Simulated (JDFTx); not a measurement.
# Al under changes of volume

One of the cells (16.603 Å³/atom); the others are scaled copies at fixed shape and fractional positions:

```xyz
1
Lattice="0.0000 2.0248 2.0248 2.0248 0.0000 2.0248 2.0248 2.0248 0.0000" Properties=species:S:1:pos:R:3 pbc="T T T"
Al    0.0000    0.0000    0.0000
```

```yaml
Program: JDFTx 1.7.0 (patched build)
Functional: PBEsol
Potentials_or_basis: PseudoDojo-SR-PBEsol-0.4.1-standard with smoothed tails
Cutoff: 544 eV
Density_cutoff: 2177 eV
k_mesh: 11 × 11 × 11
Occupations: fermi-dirac, width 0.05 eV
Spin: no spin polarisation
```

| volume (Å³/atom) | energy over the lowest point (meV/atom) | pressure (GPa) |
| --- | --- | --- |
| 15.607 | ? | ? |
| 15.939 | 0.82 | 1.3 |
| 16.271 | 0.00 | -0.5 |
| 16.603 | 2.65 | -2.1 |
| 16.935 | 8.42 | -3.5 |
| 17.267 | 16.97 | -4.7 |
| 17.599 | 27.99 | -5.9 |

Q: What does the run at 15.607 Å³/atom give?

A: Energy over the lowest point 5.51 meV/atom; pressure 3.3 GPa.

Worked out: A Birch-Murnaghan fit of order 3 (a polynomial in V^(-2/3)) to the other rows has its minimum at 16.18 Å³/atom with B0 = V·E''(V) = 84 GPa and B' = 4.5. It gives 5.55 meV/atom at 15.607 Å³/atom, against the run's 5.51, and -dE/dV = 3.3 GPa, against 3.3.

Energies are extrapolated to zero smearing.
